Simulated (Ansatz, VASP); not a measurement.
**One calculation of C, two programs**

Contents of INCAR:

```
ALGO = Normal
EDIFF = 1E-7
EDIFFG = -0.04
ENCUT = 600
GGA = PE
IBRION = 2
ISIF = 3
ISMEAR = 0
LASPH = True
LCHARG = False
LREAL = False
LWAVE = False
NELM = 100
NSW = 90
PREC = Accurate
SIGMA = 0.1
```

Contents of KPOINTS:

```
k-points
0
Gamma
  6 4 4
```

Contents of POSCAR:

```
C
1.0
    2.5220688300      0.0000000000      0.0000000000
    0.0000000000      4.3304702700      0.0000000000
    0.0000000000      0.0000000000      4.4052338800
C
8
Direct
    0.1812587000      0.8705480100      0.1075797100
    0.8187413000      0.1294519900      0.1075797100
    0.1812587000      0.6294519900      0.6075797100
    0.8187413000      0.3705480100      0.6075797100
    0.7517375200      0.4107488200      0.9331580000
    0.2482624800      0.5892511800      0.9331580000
    0.7517375200      0.0892511800      0.4331580000
    0.2482624800      0.9107488200      0.4331580000
```

Input for Ansatz:

```yaml
crystal:
  lattice:
    - [2.52206883, 0.0, 0.0]
    - [0.0, 4.33047027, 0.0]
    - [0.0, 0.0, 4.40523388]
  atoms:
    - { symbol: C, position: [0.1812587, 0.87054801, 0.10757971] }
    - { symbol: C, position: [0.8187413, 0.12945199, 0.10757971] }
    - { symbol: C, position: [0.1812587, 0.62945199, 0.60757971] }
    - { symbol: C, position: [0.8187413, 0.37054801, 0.60757971] }
    - { symbol: C, position: [0.75173752, 0.41074882, 0.933158] }
    - { symbol: C, position: [0.24826248, 0.58925118, 0.933158] }
    - { symbol: C, position: [0.75173752, 0.08925118, 0.433158] }
    - { symbol: C, position: [0.24826248, 0.91074882, 0.433158] }
basis:
  ecutwfc: 420
kpoints:
  mp_grid: { grid: [6, 4, 4] }
hamiltonian:
  xc: pbe
scf:
  occupations: { method: gaussian, width: 0.1 }
  lower_state_search: "off"
output:
  forces: true
  stress: true
  eigenvalues: true
relax:
  adjacent_minimum: "off"
  f_tol: 0.04
  max_steps: 70
  cell: { stress_tol: 0.4 }
```

Alike in both runs: task relaxation of cell and atoms; functional PBE; k mesh 6 × 4 × 4; occupations gaussian, width 0.1 eV; no spin polarisation.

|  | VASP | Ansatz |
| --- | --- | --- |
| version | VASP 6.6.1 | Ansatz 0.2.0 |
| potentials or method | VASP PAW PBE potentials, release 64 (C) | scalar-relativistic, plane waves, PAW |
| plane-wave cutoff (eV) | 600 | 420 |
| valence electrons in the cell | 32 | 32 |

|  | VASP | Ansatz | Ansatz less VASP |
| --- | --- | --- | --- |
| gap on the k mesh at the Fermi level, each at its own relaxed structure (eV) | 2.70 | 2.73 | +0.030 |
| relaxed volume (Å³/atom) | 6.62 | 6.61 | -0.003 |
| relaxed cell length with the largest relative difference (Å) | 4.944 | 4.938 | -0.0061 |
| energy change over the relaxation (meV/atom) | -619 | -616 | +2.8 |
